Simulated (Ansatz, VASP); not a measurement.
# Os in VASP and in Ansatz

Contents of INCAR:

```
PREC = Accurate
ENCUT = 520
EDIFF = 1E-6
ISMEAR = 0
SIGMA = 0.15
LREAL = False
LASPH = True
NELM = 100
ALGO = Normal
ISIF = 2
LWAVE = False
LCHARG = True
GGA = PS
LELF = True
LVHAR = True
NBANDS = 15
```

The input KPOINTS:

```
Automatic mesh
0
Gamma
  18 18 12
```

Contents of POSCAR:

```
Os
1.0
    2.7340999755      0.0000000000      0.0000000000
   -1.3670499878      2.3678000353      0.0000000000
    0.0000000000      0.0000000000      4.8056662500
Os
2
Direct
    0.3333333333      0.6666666667      0.2500000000
    0.6666666667      0.3333333333      0.7500000000
```

Input for Ansatz:

```yaml
crystal:
  lattice:
    - [2.7340999755, 0.0, 0.0]
    - [-1.3670499878, 2.3678000353, 0.0]
    - [0.0, 0.0, 4.80566625]
  atoms:
    - { symbol: Os, position: [0.3333333333, 0.6666666667, 0.25] }
    - { symbol: Os, position: [0.6666666667, 0.3333333333, 0.75] }
basis:
  ecutwfc: 420
kpoints:
  mp_grid: { grid: [18, 18, 12] }
hamiltonian:
  xc: pbesol
scf:
  occupations: { method: gaussian, width: 0.15 }
output:
  forces: true
  stress: true
  eigenvalues: true
```

Change from the starting cell: strain +0.1125 x Voigt [0, 0, 1, 0, 0, 0], atoms carried along.

Alike in both runs: task single point; functional PBEsol; k mesh 18 × 18 × 12; occupations gaussian, width 0.15 eV; no spin polarisation.

|  | VASP | Ansatz |
| --- | --- | --- |
| version | VASP 6.6.1 | Ansatz 0.2.0 |
| potentials or method | VASP PAW PBE potentials, release 64 (Os) | scalar-relativistic, plane waves, PAW |
| plane-wave cutoff (eV) | 520 | 420 |
| valence electrons in the cell | 16 | 32 |

Ansatz gave:

```
gap on the k mesh at the Fermi level (eV)       : none
pressure (GPa)                                  : -33.8
largest component of the traceless stress (GPa) : 30.48
```

Task: What did VASP give for the same quantities?

Result: gap on the k mesh at the Fermi level (eV): none; pressure (GPa): -34.1; largest component of the traceless stress (GPa): 30.18.

A gap of «none» marks a metal or a gap that the smearing closes. With one functional, cell and mesh, what is left measures potentials, basis and numerics. The two sets of potentials don't hold the same shells in valence.

Caveats: the cell as given lies far from equilibrium; so large a pressure means that the cell lies far from this level's equilibrium, or that cutoff or potentials fall short (VASP); the potentials were made for another functional, which shifts forces and pressure (VASP). The runs have no spin-orbit coupling, so splittings on Os are missing.
